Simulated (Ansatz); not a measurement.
Convergence notes, G0W0 on AlN (F-43m)

AlN (F-43m) from a database structure, relaxed with r2SCAN; one-shot G0W0 in Ansatz without spin-orbit coupling. The values are computed, spin-unpolarised, and not measurements.

```cif
data_structure
_symmetry_space_group_name_H-M 'F-43m'
_symmetry_Int_Tables_number 216
_cell_length_a 4.3698
_cell_length_b 4.3698
_cell_length_c 4.3698
_cell_angle_alpha 90.000
_cell_angle_beta 90.000
_cell_angle_gamma 90.000
_cell_volume 83.44
loop_
_atom_site_label
_atom_site_type_symbol
_atom_site_symmetry_multiplicity
_atom_site_Wyckoff_symbol
_atom_site_fract_x
_atom_site_fract_y
_atom_site_fract_z
_atom_site_occupancy
Al1 Al 4 a 0.00000 0.00000 0.00000 1
N1 N 4 c 0.25000 0.25000 0.25000 1
```

Gaps are read over the mesh points alone. G0W0 here is at a finite number of bands, screening cutoff and k mesh, not at the basis limit.

| start | potentials | frequency model | mesh | empty bands | screening cutoff (eV) | Kohn-Sham gap (eV) | G0W0 gap (eV) |
| --- | --- | --- | --- | --- | --- | --- | --- |
| PBE | PAW | contour deformation | 8×8×8 | 62 | 120 | 3.33 | 4.58 |
| PBE | PAW | contour deformation | 8×8×8 | 154 | 220 | 3.33 | 4.81 |
| PBE | PAW | contour deformation | 8×8×8 | 283 | 300 | 3.33 | 4.88 |
| HSE06 | PAW | contour deformation | 8×8×8 | 154 | 220 | 4.55 | 5.43 |
| r2SCAN | PAW | contour deformation | 8×8×8 | 154 | 220 | 3.94 | 5.11 |
| PBE0 | PAW | contour deformation | 8×8×8 | 154 | 220 | 5.28 | 5.63 |
| PBE | PAW | Godby-Needs pole | 8×8×8 | 154 | 220 | 3.33 | 4.70 |
| PBE | PAW | contour deformation | 10×10×10 | 33 | 80 | 3.33 | 4.40 |
| PBE | norm-conserving | contour deformation | 8×8×8 | 154 | 220 | 3.31 | 4.83 |

The quasiparticle gap on this mesh is 4.88 eV (Γ to X), against 3.33 eV from PBE: +1.55 eV. Renormalisation factors Z lie between 0.75 and 0.83.

Raising bands and cutoff together moves the gap by +0.23 eV (120 to 220 eV), then +0.07 eV (220 to 300 eV); the last step is still large, so the basis limit isn't reached. Starting from HSE06 (4.55 eV against PBE's 3.33 eV) gives 5.43 eV, +0.62 eV from G0W0@PBE at the same screening cutoff. Starting from r2SCAN (3.94 eV against PBE's 3.33 eV) gives 5.11 eV, +0.30 eV from G0W0@PBE at the same screening cutoff. Starting from PBE0 (5.28 eV against PBE's 3.33 eV) gives 5.63 eV, +0.82 eV from G0W0@PBE at the same screening cutoff. The Godby-Needs plasmon pole differs from contour deformation by -0.11 eV. Norm-conserving potentials (wave cutoff 1240 eV against 420 eV) shift the quasiparticle gap by +0.02 eV and the PBE gap by -0.02 eV. r2SCAN runs take a wave cutoff of 500 eV.
